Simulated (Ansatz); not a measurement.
Results of B3LYP (VWN-RPA form) (Ansatz, a first-principles code, PAW) for rock-salt NaBr.

Settings: plane-wave cutoff 460 eV, 8×8×8 k mesh, Fermi–Dirac smearing 0.01 eV, scalar-relativistic PAW data made under PBE.

The cell is scaled about its equilibrium volume:

```csv
V (Å³/atom),P (GPa),direct gap at Γ (eV)
26.162,1.31,5.762
27.075,0.51,5.646
27.616,0.11,5.582
28.464,-0.45,5.488
29.158,-0.83,5.416
```

A straight line through the gaps at Γ against ln V gives a volume deformation potential dE_g(Γ)/d ln V of -3.2 eV: the gap at Γ widens under compression.

Measured, for comparison: band gap 7.1 eV (temperature not stated, not corrected to a static lattice; as tabulated in Aguado et al. (1998), arXiv:cond-mat/9809176).

Spin–orbit coupling is not included.
